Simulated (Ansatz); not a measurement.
This BaHfO3 structure is the end of a relaxation. The cell was found from a structure generator's guess, not taken from experiment.

The calculation used DFT PBE, scalar-relativistic, plane waves, PAW (Ansatz). Cutoff 420 eV, Γ-centred mesh, Gaussian smearing, no spin polarisation.

```
Ba Hf O
1.0
     3.42895   -4.21885    0.00000
     3.42895    4.21885    0.00000
     0.00000    0.00000    3.93494
Ba Hf O
1 1 3
Direct
  0.00000 0.00000 0.00000
  0.50000 0.50000 0.50000
  0.71463 0.28537 0.00000
  0.28537 0.71463 0.00000
  0.50000 0.50000 0.00000
```

Energies over the elements count from the elements' standard structures at the same level (O₂ as a molecule), with no fitted energy shifts.

(1) What space group does it have?

(2) What is its formation energy per atom?

(3) Is it a metal?

Answers

(1) Cmmm (No. 65). Conventional cell: a = 6.858 Å, b = 8.438 Å, c = 3.935 Å. Ba has 2 O at 2.41 Å, 2 O at 3.43 Å, 4 O at 3.88 Å, 2 Ba at 3.93 Å and 4 Hf at 3.95 Å; Hf has 2 O at 1.97 Å, 4 O at 2.67 Å, 2 Hf at 3.93 Å and 4 Ba at 3.95 Å; around O on a site of symmetry m2m lie 1 O at 1.81 Å and 1 Ba at 2.41 Å; O on a site of symmetry mmm has 2 O at 1.81 Å and 2 Hf at 1.97 Å.

(2) −0.955 eV/atom.

(3) No, the gap on the 8×8×10 mesh is 0.09 eV.

The last run used an 8×8×10 mesh (in the run's order of axes) for its 5-atom cell and Gaussian smearing of 0.01 eV. Spin–orbit coupling, which can matter for Hf, is left out. Kohn–Sham gaps at this level usually fall short of measured ones. Small gaps are read on the mesh alone, and bands can cross between its points. A structure relaxed within its symmetry needn't be a true minimum. Another cell of BaHfO3 relaxed alike, in Pm-3m, lies 2.37 eV/atom lower, so this cell isn't the stable form at this level.
